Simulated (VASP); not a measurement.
# GaAs (F-43m) in VASP: a series of runs, part 2 of 2

VASP 6.6.1.

**3. Dielectric tensor, PBEsol**

File INCAR:

```
SYSTEM = GaAs
ALGO = Normal
EDIFF = 1E-8
ENCUT = 600
GGA = PS
ISIF = 2
ISMEAR = 0
LASPH = .True.
LCHARG = .False.
LEPSILON = .True.
LREAL = .False.
LWAVE = .False.
NELM = 80
PREC = Accurate
SIGMA = 0.03
```

File KPOINTS:

```
k-points
0
Gamma
  10 10 10
  0 0 0
```

File POSCAR:

```
GaAs                                    
1.0
    0.0000000000      2.8313993253      2.8313993253
    2.8313993253      0.0000000000      2.8313993253
    2.8313993253      2.8313993253      0.0000000000
  Ga              As            
     1     1
Direct
     0.0000000000000000    0.0000000000000000    0.0000000000000000
     0.2500000000000000    0.2500000000000000    0.2500000000000000
```

Potentials or basis: VASP PAW PBE potentials, release 64 (Ga_d, As).

Started as:

```bash
$ cat potpaw_PBE.64/Ga_d/POTCAR potpaw_PBE.64/As/POTCAR > POTCAR
$ mpirun -np 1 vasp_std > vasp.out
```

OUTCAR:

```text
SYSTEM = GaAs
   EDIFF = 1E-8
   ENCUT = 600
   GGA = PS
   ISIF = 2
   ISMEAR = 0
   LASPH = .True.
   LEPSILON = .True.
   LREAL = .False.
   NELM = 80
   PREC = Accurate

 ion  position               nearest neighbor table
   1  0.000  0.000  0.000-   2 2.45   2 2.45   2 2.45   2 2.45
   2  0.250  0.250  0.250-   1 2.45   1 2.45   1 2.45   1 2.45

  LATTYP: Found a face centered cubic cell.
 ALAT       =     5.6627986506

  Lattice vectors:

 A1 = (   0.0000000000,   2.8313993253,   2.8313993253)
 A2 = (   2.8313993253,   0.0000000000,   2.8313993253)
 A3 = (   2.8313993253,   2.8313993253,   0.0000000000)

Analysis of symmetry for initial positions (statically):
=====================================================================
 Subroutine PRICEL returns:
 Original cell was already a primitive cell.

 Routine SETGRP: Setting up the symmetry group for a
 face centered cubic supercell.

 Subroutine GETGRP returns: Found 24 space group operations
 (whereof 24 operations were pure point group operations)
 out of a pool of 48 trial point group operations.

The static configuration has the point symmetry T_d .

[... 602 lines left out ...]
  ---------------------------------------------------
  free energy    TOTEN  =        -3.54287625 eV

  energy without entropy =       -3.54287625

------------------------ aborting loop because EDIFF is reached ----------------------------------------

 PIEZOELECTRIC TENSOR FIELD DIRECTION 3  (e Angst)
 -----------------------------------------------------------------------------
    -0.00016 -2.65207  0.00000           (  0.00000 -0.01459  0.00000)
    -2.65207 -0.00016  0.00000           ( -0.01459  0.00000  0.00000)
     0.00000  0.00000 -0.00198           (  0.00000  0.00000 -0.00000)

 PIEZOELECTRIC TENSOR FIELD DIRECTION 3  (C/m^2)
 -----------------------------------------------------------------------------
    -0.00006 -0.93597  0.00000
    -0.93597 -0.00006  0.00000
     0.00000  0.00000 -0.00070

 MACROSCOPIC STATIC DIELECTRIC TENSOR (including local field effects in DFT)
 ------------------------------------------------------
          28.108786     0.000000     0.000000
           0.000000    28.108786     0.000000
           0.000000     0.000000    28.108786
 ------------------------------------------------------

 PIEZOELECTRIC TENSOR (including local field effects)  for field in x, y, z        (e  Angst)
          XX          YY          ZZ          XY          YZ          ZX
  --------------------------------------------------------------------------------
  x     0.00000     0.00000    -0.00000     0.00000    -2.65905     0.00000
  y     0.00000    -0.00000     0.00000     0.00000    -0.00000    -2.65905
  z     0.00000     0.00000     0.00000    -2.65905     0.00000     0.00000

 PIEZOELECTRIC TENSOR (including local field effects)  for field in x, y, z        (C/m^2)
          XX          YY          ZZ          XY          YZ          ZX
  --------------------------------------------------------------------------------
  x     0.00000     0.00000    -0.00000     0.00000    -0.93843     0.00000
  y     0.00000    -0.00000     0.00000     0.00000    -0.00000    -0.93843
  z     0.00000     0.00000     0.00000    -0.93843     0.00000     0.00000

 BORN EFFECTIVE CHARGES (including local field effects) (in |e|, cummulative output)
 ---------------------------------------------------------------------------------
 ion    1
    1     2.19843    -0.00000    -0.00000
    2    -0.00000     2.19843     0.00000
    3     0.00000     0.00000     2.19843
 ion    2
    1    -2.19843     0.00000     0.00000
    2     0.00000    -2.19843    -0.00000
    3    -0.00000    -0.00000    -2.19843
```

OSZICAR:

```text
N       E                     dE             d eps       ncg     rms          rms(c)
DAV:   1     0.846820210752E+02    0.84682E+02   -0.99509E+03  1230   0.206E+03
[... 12 lines left out ...]
RMM:   5    -0.353580163406E+01   -0.24024E-02   -0.34130E-03  8573   0.427E-01    0.349E-02
RMM:   6    -0.354219016357E+01   -0.63885E-02   -0.21858E-04  8784   0.135E-01    0.170E-02
RMM:   7    -0.354227425449E+01   -0.84091E-04   -0.58593E-05  8685   0.509E-02    0.382E-03
RMM:   8    -0.354294706544E+01   -0.67281E-03    0.25268E-06  8945   0.167E-02    0.111E-03
RMM:   9    -0.354291374465E+01    0.33321E-04   -0.24339E-06  9060   0.635E-03    0.458E-04
RMM:  10    -0.354288827004E+01    0.25475E-04    0.88649E-07  9080   0.211E-03    0.110E-04
RMM:  11    -0.354287678350E+01    0.11487E-04   -0.13595E-06  8969   0.915E-04    0.315E-05
RMM:  12    -0.354287625199E+01    0.53151E-06   -0.11766E-06  8118   0.339E-04    0.815E-06
```

stdout:

```text
POSCAR found type information on POSCAR GaAs
 POSCAR found :  2 types and       2 ions
 scaLAPACK will be used
 -----------------------------------------------------------------------------
|                                                                             |
[... 28 lines left out ...]
 dielectric tensor                  component  3 :     2.508    -3.129    21.914
 Linear response to external field, progress :
  Direction:   1
 dielectric tensor                  component  1 :    28.109     4.841     2.054
 Linear response to external field, progress :
  Direction:   2
 dielectric tensor                  component  2 :     4.604    28.109     2.022
 Linear response to external field, progress :
  Direction:   3
 dielectric tensor                  component  3 :     3.791     3.105    28.109
 Born effective charges drift removed
```

Wall time 3.5 min (1 thread of Intel Xeon 6975P-C (Granite Rapids), shared host); peak memory 0.43 GiB.

What came out:

```yaml
Band_gap_on_the_k_mesh: 0.42 eV, direct
Electronic_dielectric_tensor_diagonal: 28.11
Born_charges_mean_of_the_diagonal: Ga +2.20; As -2.20 e
```

Levels at points of the mesh, in eV from the valence-band top:
```tsv
k point	band 6	band 7	band 8	band 9	band 10	band 11	band 12	band 13
(0.00, 0.00, 0.00)	-12.72	0.00	0.00	0.00	0.42	3.69	3.69	3.69
(0.50, 0.00, 0.00)	-10.95	-6.65	-1.14	-1.14	0.92	4.58	4.58	7.58
(0.50, 0.50, 0.00)	-10.22	-6.83	-2.68	-2.68	1.36	1.57	10.09	10.09
```

Electronic dielectric tensor:
```
28.11  0.00  0.00
 0.00 28.11  0.00
 0.00  0.00 28.11
```

Born effective charge tensors (e):
atom 1, Ga
```
2.20 0.00 0.00
0.00 2.20 0.00
0.00 0.00 2.20
```
atom 2, As
```
-2.20  0.00  0.00
 0.00 -2.20  0.00
 0.00  0.00 -2.20
```

Caveat: the gap is small at this level, which inflates the dielectric constant.

**4. Comparison with measurements**

Step 3. A measured gap of GaAs is 1.418 eV (direct; 300 K; “Evidence of valence band perturbations in GaAsN/GaAs(001): A combined variable-angle spectroscopic ellipsometry and modulated photoreflectance investigation”, 2008, arxiv:0805.2212); the calculated 0.42 eV misses it by -1.00 eV. 3 values of this kind are on record (1.412 to 1.51 eV); this one was drawn at random among those near their median, those with a stated uncertainty first. Spin-orbit coupling on As, Ga is left out. The value is that of PBEsol on a finite k mesh, which can miss the band edges, without temperature or zero-point motion. Semilocal functionals fall short of measured gaps as a rule. A measured high-frequency dielectric constant of GaAs is 10.89 (300 K; a printed reference work, textbook); the calculated 28.11 misses it by +158.1 %. So large a miss can be the level of theory's own, or it may mean another phase, state or a wrong row.
